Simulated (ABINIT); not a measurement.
The system is Pb.

```xyz
1
Lattice="-1.9797 1.9797 1.9797 1.9797 -1.9797 1.9797 1.9797 1.9797 -1.9797" Properties=species:S:1:pos:R:3 pbc="T T T"
Pb    0.0000    0.0000    0.0000
```

This isn't the form of Pb at room conditions, which is fcc.

Base run:

| Item | Value |
| --- | --- |
| Program | ABINIT 10.8.3 (patched build) |
| Functional | PBEsol |
| Potentials or basis | JTH PAW PBE v2.0 |
| Cutoff | 599 eV |
| k mesh | 9 × 9 × 9 |
| Occupations | fermi-dirac, width 0.05 eV |
| Spin | no spin polarisation |

Its results: band gap on the k mesh none (metal or under the smearing width); pressure -1.9 GPa.

**Question.** The run is repeated on the same cell with these changes: spin from no spin polarisation to spin-orbit coupling, no magnetisation. What comes out?

**Answer.** Band gap on the k mesh none (metal or under the smearing width); pressure -1.1 GPa.

Caveats: the PAW data sets were made with another functional, which shifts forces and pressure a little; spin-orbit coupling is left out, which moves the levels of the heavy elements (some runs).
